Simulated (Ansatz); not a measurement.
input.yaml

```yaml
crystal:
  lattice:
    - [3.0641332776, 0.0147499893, 0.0047199966]
    - [-1.5192927734, 2.6406984067, -0.0022833551]
    - [0.0074976, 0.00014058, 4.84148148]
  atoms:
    - { symbol: Ti, position: [0.3386751293, 0.6763739867, 0.2535894153] }
    - { symbol: Ti, position: [0.6613248707, 0.3236260133, 0.7464105847] }
basis:
  ecutwfc: 420
kpoints:
  mp_grid: { grid: [14, 14, 8] }
hamiltonian:
  xc: pbe
scf:
  occupations: { method: gaussian, width: 0.1 }
output:
  forces: true
  stress: true
  eigenvalues: true
```

It can be run as
```bash
ansatz run input.yaml --threads 1 --pin off --backend cpu --events-out ev --progress --plain --runs-dir out  # memory cap (--max-ram) not shown
```

All numbers below come from DFT PBE, scalar-relativistic, plane waves, PAW (Ansatz 0.2.0).

Abridged output:

```
Pseudopotentials: kind: paw
Pseudopotential: Ti, paw, valence charge 12, recommended cutoff 420 eV (normal)
Functional definition: PBE
Crystal: 2 atoms, lattice volume = 39.283 Å³
Basis set: ecut = 420 eV, 759 PW (Γ), exchange–correlation on 48×48×72 points (8 copies of the dense FFT grid, shifted against one another)
Bands: 16, of which v1, the nominal top of the filled ones, is band 12 counted from 1 (11 counted from 0)
Symmetry: 2 space group operations
Space group: P-1 (ITA 2), of the structure as read, at distance tolerance 3.4e-5 Å
k-points: 788 of 1568
Initial density: superposition of atomic densities (neutral atoms: chi_scale 0, normalization atom), corrected by the library's trained network
Initial wavefunctions: pseudopotential atomic-orbital guess
Functional: x = pbe(κ = 0.804, μ = 0.21951497), c = pbe(β = 0.06672455)
SCF iter   1: F=—  HF=-4999.168842 eV  |F-HF|=—  |Δ(HF+E_count)|=         —  Δρ=5.27e-3  dr2=6.53e-3  ethr=1.77e-3  ⟨swp⟩=3.6  Hψ=50738  notcnv=0
SCF iter   2: F=—  HF=-4999.167438 eV  |F-HF|=—  |Δ(HF+E_count)|=   1.40e-3  Δρ=2.50e-3  dr2=1.63e-3  ethr=2.72e-5  ⟨swp⟩=1.0  Hψ=18913  notcnv=0
SCF iter   3: F=—  HF=-4999.167499 eV  |F-HF|=—  |Δ(HF+E_count)|=   6.09e-5  Δρ=3.86e-4  dr2=8.38e-5  ethr=6.79e-6  ⟨swp⟩=2.2  Hψ=16737  notcnv=0
SCF iter   4: F=—  HF=-4999.167518 eV  |F-HF|=—  |Δ(HF+E_count)|=   1.96e-5  Δρ=2.91e-4  dr2=1.40e-4  ethr=3.49e-7  ⟨swp⟩=2.0  Hψ=19412  notcnv=0
SCF iter   5: F=—  HF=-4999.167486 eV  |F-HF|=—  |Δ(HF+E_count)|=   3.23e-5  Δρ=3.25e-5  dr2=4.20e-7  ethr=3.49e-7  ⟨swp⟩=2.1  Hψ=17486  notcnv=0
SCF iter   6: F=-4999.167486 eV  HF=-4999.167486 eV  |F-HF|=7.82e-9  |Δ(HF+E_count)|=   6.08e-8  Δρ=8.00e-6  dr2=2.11e-8  ethr=4.17e-10  ⟨swp⟩=5.0  Hψ=53114  notcnv=0
SCF 1 converged in 6 iterations: F = -4999.167486 eV  dr2 = 2.11e-8
SCF converged after 6 iterations
Free energy (F): -4999.167486 eV
Harris-Foulkes:  -4999.167486 eV  (|F-HF|=7.82e-9)
Internal energy: -4999.156782 eV  (E = F + TS)
E sigma→0 (E₀):  -4999.162134 eV
Entropy (-TS):   -0.010704 eV (-5.352 meV/atom)
Fermi energy:    11.551806 eV
--- Per-component energies (eV) ---
  E_band       = -361.870292
  E_kinetic    = 538.746194
  E_local      = -1760.448848  (includes V_loc(G=0)·N_el)
  E_nonlocal   = 15.894584
  E_hartree    = 712.710776
  E_xc         = -192.872767
  E_vxc        = -241.074075  (∫ρ·V_xc dr)
  E_paw        = -2094.340574  (= ΣΔE_a)
  E_vpaw       = -340.402823  (= ΣTr[D̂ρ^β])
  E_aug_tail   = 0.000260  (compensation charges beyond the density's cutoff)
  E_ewald      = -2218.846407
  E_smearing   = -0.010704  (= −TS)
--- Forces (eV/Å), atoms counted from 1 ---
  atom   1  Ti    -0.02456106    -0.08353885    -0.02817742
  atom   2  Ti     0.02456106     0.08353885     0.02817742
--- Stress (GPa, compression-positive) ---
      -11.447423      -0.516880      -0.103137
       -0.516880     -10.230155       0.054738
       -0.103137       0.054738     -10.903993
  P = ⅓ Tr σ = -10.8605 GPa (-108.605 kbar)
--- Band table (eV; the first three rows and the last of 788) ---
  k-point 0: bands = ["-45.4923", "-45.4084", "-21.9759", "-21.5374", "-21.5273", "-21.4982", "-21.4680", "-21.4563", "5.6559", "9.1427", "12.0337", "12.1937", "12.2955", "12.3438", "12.5992", "12.7160"]
  k-point 1: bands = ["-45.4892", "-45.4116", "-21.9584", "-21.5350", "-21.5249", "-21.5164", "-21.4704", "-21.4592", "5.7743", "9.0470", "11.8569", "12.1427", "12.2385", "12.2794", "12.5399", "12.6623"]
  k-point 2: bands = ["-45.4803", "-45.4206", "-21.9083", "-21.5702", "-21.5260", "-21.5180", "-21.4771", "-21.4674", "6.1208", "8.7049", "11.5685", "12.0685", "12.1098", "12.1613", "12.3948", "12.5176"]
  k-point 787: bands = ["-45.4091", "-45.4049", "-21.8918", "-21.8908", "-21.6104", "-21.6006", "-21.5801", "-21.5665", "9.3153", "9.3335", "10.8016", "10.8914", "12.5905", "12.6258", "12.9663", "13.0994"]
```

Self-consistency was reached.